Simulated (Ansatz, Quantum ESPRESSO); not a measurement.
# 1 layers of Li in Pt(111), on the host's sites: ballistic transmission, part 2 of 4

How well does the junction conduct in the ballistic limit? It is: 1 layers of Li in Pt(111), on the host's sites.

Quantum ESPRESSO 7.5; plane-wave DFT, PBE, GBRV ultrasoft pseudopotentials; cross-check by Ansatz 0.2.0 with PAW datasets.

So far. Step 2 (Ground state): The run needed 27 iterations to bring the estimated error under 1e-07 Ry; the largest force on any atom, held or free, is 1.09 eV/Å.

### 3. Transmission with pwcond.x

Level of this step: transmission by pwcond, lead and junction from one cell; plane-wave DFT, PBE, GBRV ultrasoft pseudopotentials (Quantum ESPRESSO).

prefixt takes both regions from one run: the lead from 0 to bdl, the scattering region from bdl to bds (units of alat). ikind = 1 puts the same lead on both sides. The program's T_tot counts both spins in a run without spin; the tables below give T per spin.

Input file cond.in:

```
&inputcond
  outdir = './out'
  prefixt = 'scf'
  tran_file = 'cond.dat'
  bdl = 2.4494897442
  bds = 17.3923318915
  ikind = 1
  ewind = 4.0
  epsproj = 1e-05
  nz1 = 7
  energy0 = 0.4
  denergy = -0.4
/
10
  0.00000000 0.00000000 0.01562500
  0.00000000 0.12500000 0.09375000
  0.00000000 0.25000000 0.09375000
  0.00000000 0.37500000 0.09375000
  0.00000000 0.50000000 0.04687500
  0.12500000 0.25000000 0.09375000
  0.12500000 0.37500000 0.18750000
  0.12500000 0.50000000 0.18750000
  0.25000000 0.50000000 0.09375000
  0.25000000 0.62500000 0.09375000
3
```

Run with:

```
$ OMP_NUM_THREADS=1 mpirun -n 8 pwcond.x -in cond.in > cond.out
```

Log:

```text
[banner, memory and clock lines left out]
Program PWCOND v.7.5 starts

          URL

     ./out/scf.save/

     IMPORTANT: XC functional enforced from input :
     Exchange-correlation= PBE
                           (   1   4   3   4   0   0   0)
     Any further DFT definition will be discarded
     Please, verify this is what you really want

     negative rho (up, down):  3.456E+00 0.000E+00
     Reading collected, re-writing distributed wavefunctions

===== INPUT FILE containing all the regions =====

     GEOMETRY:

     lattice parameter (alat)  =       5.3049  a.u.
     the volume                =    2248.5967 (a.u.)^3
     the cross section         =      24.3713 (a.u.)^2
     l of the unit cell        =      17.3923 (alat)
     number of atoms/cell      =           21
     number of atomic types    =            2

     crystal axes: (cart. coord. in units of alat)
               a(1) = (  1.0000  0.0000  0.0000 )
               a(2) = (  0.5000  0.8660  0.0000 )
               a(3) = (  0.0000  0.0000 17.3923 )

   Cartesian axes

     site n.     atom                  positions (alat units)
          1        Pt     tau(  1)=(  0.0000  0.0000 17.3923  )
          2        Pt     tau(  2)=(  0.5000  0.2887  0.8165  )
          3        Pt     tau(  3)=(  1.0000  0.5774  1.6330  )
          4        Pt     tau(  4)=(  0.0000  0.0000  2.4495  )
          5        Pt     tau(  5)=(  0.5000  0.2887  3.2660  )
          6        Pt     tau(  6)=(  1.0000  0.5774  4.0825  )
          7        Pt     tau(  7)=(  0.0000  0.0000  4.8990  )
          8        Pt     tau(  8)=(  0.5000  0.2887  5.7155  )
          9        Pt     tau(  9)=(  1.0000  0.5774  6.5320  )
         10        Li     tau( 10)=(  0.0000  0.0000  7.4714  )
         11        Pt     tau( 11)=(  0.5000  0.2887  8.4109  )
         12        Pt     tau( 12)=(  1.0000  0.5774  9.2274  )
         13        Pt     tau( 13)=(  0.0000  0.0000 10.0439  )
         14        Pt     tau( 14)=(  0.5000  0.2887 10.8604  )
         15        Pt     tau( 15)=(  1.0000  0.5774 11.6769  )
         16        Pt     tau( 16)=(  0.0000  0.0000 12.4934  )
         17        Pt     tau( 17)=(  0.5000  0.2887 13.3098  )
         18        Pt     tau( 18)=(  1.0000  0.5774 14.1263  )
         19        Pt     tau( 19)=(  0.0000  0.0000 14.9428  )
         20        Pt     tau( 20)=(  0.5000  0.2887 15.7593  )
         21        Pt     tau( 21)=(  1.0000  0.5774 16.5758  )

     nr1s                      =           24
     nr2s                      =           24
     nr3s                      =          375
     nr1sx                     =           24
     nr2sx                     =           24
     nr3sx                     =          375
     nr1                       =           24
     nr2                       =           24
     nr3                       =          432
     nr1x                      =           24
     nr2x                      =           24
     nr3x                      =          432

 _______________________________
  Radii of nonlocal spheres:

     type       ibeta     ang. mom.          radius (alat units)
       Pt         1         0                    0.4683
       Pt         2         0                    0.4683
       Pt         3         1                    0.4683
       Pt         4         1                    0.4683
       Pt         5         2                    0.4683
       Pt         6         2                    0.4683
       Li         1         0                    0.3801
       Li         2         0                    0.3801
       Li         3         0                    0.3801
       Li         4         1                    0.3801
       Li         5         1                    0.3801
----- General information -----

--- T calc. with identical leads (ikind=1) ---

     nrx                       =           24
     nry                       =           24
     nz1                       =            7

     energy0               =         4.0E-01
     denergy               =        -4.0E-01
     nenergy               =          3
     ecut2d                =         4.0E+01
     ewind                 =         4.0E+00
     epsproj               =         1.0E-05

     number of k_|| points=   10
                       cryst. coord.
        k(    1) = (   0.0000000   0.0000000), wk =   0.0156250
        k(    2) = (   0.0000000   0.1250000), wk =   0.0937500
        k(    3) = (   0.0000000   0.2500000), wk =   0.0937500
        k(    4) = (   0.0000000   0.3750000), wk =   0.0937500
        k(    5) = (   0.0000000   0.5000000), wk =   0.0468750
        k(    6) = (   0.1250000   0.2500000), wk =   0.0937500
        k(    7) = (   0.1250000   0.3750000), wk =   0.1875000
        k(    8) = (   0.1250000   0.5000000), wk =   0.1875000
        k(    9) = (   0.2500000   0.5000000), wk =   0.0937500
        k(   10) = (   0.2500000   0.6250000), wk =   0.0937500
----- Information about left/right lead -----

     nocros                   =           18
     noins                    =           36
     norb                     =           72
     norbf                    =          333
     nrz                      =           53

      iorb      type   ibeta   ang. mom.   m       position (alat)
        1        1       1        0        1   taunew(   1)=(  0.0000  0.0000  0.0000)
        2        1       2        0        1   taunew(   2)=(  0.0000  0.0000  0.0000)
        3        1       3        1        1   taunew(   3)=(  0.0000  0.0000  0.0000)
        4        1       3        1        2   taunew(   4)=(  0.0000  0.0000  0.0000)
        5        1       3        1        3   taunew(   5)=(  0.0000  0.0000  0.0000)
        6        1       4        1        1   taunew(   6)=(  0.0000  0.0000  0.0000)
        7        1       4        1        2   taunew(   7)=(  0.0000  0.0000  0.0000)
        8        1       4        1        3   taunew(   8)=(  0.0000  0.0000  0.0000)
        9        1       5        2        1   taunew(   9)=(  0.0000  0.0000  0.0000)
       10        1       5        2        2   taunew(  10)=(  0.0000  0.0000  0.0000)
       11        1       5        2        3   taunew(  11)=(  0.0000  0.0000  0.0000)
       12        1       5        2        4   taunew(  12)=(  0.0000  0.0000  0.0000)
       13        1       5        2        5   taunew(  13)=(  0.0000  0.0000  0.0000)
       14        1       6        2        1   taunew(  14)=(  0.0000  0.0000  0.0000)
       15        1       6        2        2   taunew(  15)=(  0.0000  0.0000  0.0000)
       16        1       6        2        3   taunew(  16)=(  0.0000  0.0000  0.0000)
[...]
299        1       2        0        1   taunew( 299)=(  1.0000  0.5774 14.1263)
      300        1       3        1        1   taunew( 300)=(  1.0000  0.5774 14.1263)
      301        1       3        1        2   taunew( 301)=(  1.0000  0.5774 14.1263)
      302        1       3        1        3   taunew( 302)=(  1.0000  0.5774 14.1263)
      303        1       4        1        1   taunew( 303)=(  1.0000  0.5774 14.1263)
      304        1       4        1        2   taunew( 304)=(  1.0000  0.5774 14.1263)
      305        1       4        1        3   taunew( 305)=(  1.0000  0.5774 14.1263)
      306        1       5        2        1   taunew( 306)=(  1.0000  0.5774 14.1263)
      307        1       5        2        2   taunew( 307)=(  1.0000  0.5774 14.1263)
      308        1       5        2        3   taunew( 308)=(  1.0000  0.5774 14.1263)
      309        1       5        2        4   taunew( 309)=(  1.0000  0.5774 14.1263)
      310        1       5        2        5   taunew( 310)=(  1.0000  0.5774 14.1263)
      311        1       6        2        1   taunew( 311)=(  1.0000  0.5774 14.1263)
      312        1       6        2        2   taunew( 312)=(  1.0000  0.5774 14.1263)
      313        1       6        2        3   taunew( 313)=(  1.0000  0.5774 14.1263)
      314        1       6        2        4   taunew( 314)=(  1.0000  0.5774 14.1263)
      315        1       6        2        5   taunew( 315)=(  1.0000  0.5774 14.1263)
      316        1       1        0        1   taunew( 316)=(  0.0000  0.0000 14.9428)
      317        1       2        0        1   taunew( 317)=(  0.0000  0.0000 14.9428)
      318        1       3        1        1   taunew( 318)=(  0.0000  0.0000 14.9428)
      319        1       3        1        2   taunew( 319)=(  0.0000  0.0000 14.9428)
      320        1       3        1        3   taunew( 320)=(  0.0000  0.0000 14.9428)
      321        1       4        1        1   taunew( 321)=(  0.0000  0.0000 14.9428)
      322        1       4        1        2   taunew( 322)=(  0.0000  0.0000 14.9428)
      323        1       4        1        3   taunew( 323)=(  0.0000  0.0000 14.9428)
      324        1       5        2        1   taunew( 324)=(  0.0000  0.0000 14.9428)
      325        1       5        2        2   taunew( 325)=(  0.0000  0.0000 14.9428)
      326        1       5        2        3   taunew( 326)=(  0.0000  0.0000 14.9428)
      327        1       5        2        4   taunew( 327)=(  0.0000  0.0000 14.9428)
      328        1       5        2        5   taunew( 328)=(  0.0000  0.0000 14.9428)
      329        1       6        2        1   taunew( 329)=(  0.0000  0.0000 14.9428)
      330        1       6        2        2   taunew( 330)=(  0.0000  0.0000 14.9428)
      331        1       6        2        3   taunew( 331)=(  0.0000  0.0000 14.9428)
      332        1       6        2        4   taunew( 332)=(  0.0000  0.0000 14.9428)
      333        1       6        2        5   taunew( 333)=(  0.0000  0.0000 14.9428)
 ngper, shell number =           85          11
 ngper, n2d =           85          80
---  E-Ef =    0.4000000  k =    0.0000000   0.0000000
---  ie =          1  ik =          1
 Nchannels of the left tip =            0
 Right moving states:
   k1(2pi/a)   k2(2pi/a)   E-Ef (eV)
 Left moving states:
   k1(2pi/a)   k2(2pi/a)   E-Ef (eV)

 to transmit
          E-Ef(ev), T =    0.4000000   0.0000000
---  E-Ef =    0.0000000  k =    0.0000000   0.0000000
---  ie =          2  ik =          1
 Nchannels of the left tip =            2
 Right moving states:
   k1(2pi/a)   k2(2pi/a)   E-Ef (eV)
   0.4268304   0.0000001   0.0000000
   0.4268304   0.0000001   0.0000000
 Left moving states:
   k1(2pi/a)   k2(2pi/a)   E-Ef (eV)
  -0.4268304   0.0000001   0.0000000
  -0.4268304   0.0000001   0.0000000

 to transmit
 Band j to band i transmissions and reflections:
    j         i     |T_ij|^2    |R_ij|^2

    1 -->     1     0.00000     0.10613
    1 -->     2     0.00000     0.89387
   Total T_j, R_j =    0.00000  1.00000

    2 -->     1     0.00000     0.89387
    2 -->     2     0.00000     0.10613
   Total T_j, R_j =    0.00000  1.00000

E-Ef(ev), T(x2 spins) =    0.0000000   0.0000000
---  E-Ef =   -0.4000000  k =    0.0000000   0.0000000
---  ie =          3  ik =          1
 Nchannels of the left tip =            3
 Right moving states:
   k1(2pi/a)   k2(2pi/a)   E-Ef (eV)
   0.1591271   0.0000001  -0.4000000
   0.1591271   0.0000001  -0.4000000
   0.4487586   0.0000002  -0.4000000
 Left moving states:
   k1(2pi/a)   k2(2pi/a)   E-Ef (eV)
  -0.1591271   0.0000001  -0.4000000
  -0.1591271   0.0000001  -0.4000000
  -0.4487586   0.0000002  -0.4000000

 to transmit
 Band j to band i transmissions and reflections:
    j         i     |T_ij|^2    |R_ij|^2

    1 -->     1     0.00000     0.99805
    1 -->     2     0.00000     0.00195
    1 -->     3     0.00000     0.00000
   Total T_j, R_j =    0.00000  1.00000

    2 -->     1     0.00000     0.00195
    2 -->     2     0.00000     0.99805
    2 -->     3     0.00000     0.00000
   Total T_j, R_j =    0.00000  1.00000

    3 -->     1     0.00000     0.00000
    3 -->     2     0.00000     0.00000
    3 -->     3     0.98996     0.01004
   Total T_j, R_j =    0.98996  0.01004

E-Ef(ev), T(x2 spins) =   -0.4000000   1.9799289
 ngper, shell number =           79          42
 ngper, n2d =           79          78
[... further energies and points left out ...]
---  E-Ef =    0.4000000  k =    0.2500000   0.6250000
---  ie =          1  ik =         10
 Nchannels of the left tip =            0
 Right moving states:
   k1(2pi/a)   k2(2pi/a)   E-Ef (eV)
 Left moving states:
   k1(2pi/a)   k2(2pi/a)   E-Ef (eV)

 to transmit
          E-Ef(ev), T =    0.4000000   0.0000000
---  E-Ef =    0.0000000  k =    0.2500000   0.6250000
---  ie =          2  ik =         10
 Nchannels of the left tip =            2
 Right moving states:
   k1(2pi/a)   k2(2pi/a)   E-Ef (eV)
   0.2382528  -0.0000001   0.0000000
  -0.4659985  -0.0000002   0.0000000
 Left moving states:
   k1(2pi/a)   k2(2pi/a)   E-Ef (eV)
  -0.2382528  -0.0000001   0.0000000
   0.4659985  -0.0000002   0.0000000

 to transmit
 Band j to band i transmissions and reflections:
    j         i     |T_ij|^2    |R_ij|^2

    1 -->     1     0.00119     0.30724
    1 -->     2     0.00086     0.69071
   Total T_j, R_j =    0.00205  0.99795

    2 -->     1     0.00082     0.69071
    2 -->     2     0.00293     0.30554
   Total T_j, R_j =    0.00375  0.99625

E-Ef(ev), T(x2 spins) =    0.0000000   0.0115902
---  E-Ef =   -0.4000000  k =    0.2500000   0.6250000
---  ie =          3  ik =         10
 Nchannels of the left tip =            2
 Right moving states:
   k1(2pi/a)   k2(2pi/a)   E-Ef (eV)
   0.2484743  -0.0000001  -0.4000000
   0.2768680  -0.0000001  -0.4000000
 Left moving states:
   k1(2pi/a)   k2(2pi/a)   E-Ef (eV)
  -0.2484743  -0.0000001  -0.4000000
  -0.2768680  -0.0000001  -0.4000000

 to transmit
 Band j to band i transmissions and reflections:
    j         i     |T_ij|^2    |R_ij|^2

    1 -->     1     0.00753     0.44865
    1 -->     2     0.00254     0.54129
   Total T_j, R_j =    0.01007  0.98993

    2 -->     1     0.00236     0.54129
    2 -->     2     0.00188     0.45448
   Total T_j, R_j =    0.00424  0.99576

E-Ef(ev), T(x2 spins) =   -0.4000000   0.0286085
   T_tot     0.40000      0.50763E+00
   T_tot     0.00000      0.32889E+00
   T_tot    -0.40000      0.42091E+00

Note: The following floating-point exceptions are signalling: IEEE_UNDERFLOW_FLAG
Note: The following floating-point exceptions are signalling: IEEE_UNDERFLOW_FLAG
Note: The following floating-point exceptions are signalling: IEEE_UNDERFLOW_FLAG
Note: The following floating-point exceptions are signalling: IEEE_UNDERFLOW_FLAG
Note: The following floating-point exceptions are signalling: IEEE_UNDERFLOW_FLAG
Note: The following floating-point exceptions are signalling: IEEE_UNDERFLOW_FLAG
Note: The following floating-point exceptions are signalling: IEEE_UNDERFLOW_FLAG
Note: The following floating-point exceptions are signalling: IEEE_UNDERFLOW_FLAG
```

Run time: 74 s. Hardware: 8 MPI ranks of Arm Neoverse N1, shared host; peak memory 0.62 GiB.

Numbers from this step:

| Quantity | Value |
| --- | --- |
| lead channels at the Fermi level, one spin | 2.141 |
| transmission at the Fermi level, one spin | 0.1644 |
| conductance | 0.1644 G₀ |

Per spin; mean over the k mesh across the current. Table of open channels, zone mean by energy, zero at the Fermi level:

```csv
energy (eV),"open channels, zone mean"
-0.400,2.06
0.000,2.14
0.400,0.984
```

Per spin; mean over the k mesh across the current. The transmission, zone mean by energy, zero at the Fermi level:

```
energy (eV)  transmission, zone mean
     -0.400                    0.210
      0.000                    0.164
      0.400                    0.254
```

At 0.000 eV; k in fractions of b1, b2. Transmission by k point:

```
   k1     k2   weight         t  channels
    0      0  0.01562         0         2
    0  0.125  0.09375     0.319         2
    0   0.25  0.09375    0.3623         2
    0  0.375  0.09375    0.2788         2
    0    0.5  0.04688   0.04864         1
0.125   0.25  0.09375    0.3016         1
0.125  0.375   0.1875    0.1678         3
0.125    0.5   0.1875   0.05611         2
 0.25    0.5  0.09375    0.0144         3
 0.25  0.625  0.09375  0.005795         2
```

The program's own clock; routines nest. Time by routine:

```csv
routine,wall time (s),calls
PWCOND,73.66,1
scatter_forw,58.73,60
compbs,5.89,30
compbs_2,4.91,30
local,3.21,10
init,1.1,1
poten,0.12,1
```

The run is unpolarised; a magnetic state was not tried, may lie lower and would change T.

At no point does T exceed the number of channels.

(Continued in part 3 of 4.)

[Logs are printed without paths, hosts, clocks, repeated set-up lines and the standing remarks that a program may print on its own settings, such as how far it seeks lower states.]

[Hosts, paths, dates, database ids (printed as entryN), source tags and the programs' standing remarks are cut or masked in the printed files.]

[Maps of the electrostatic potential energy from Ansatz leave out the sawtooth potential of an applied field or a dipole correction, so their vacuum need not be flat; planar profiles and work functions include it.]
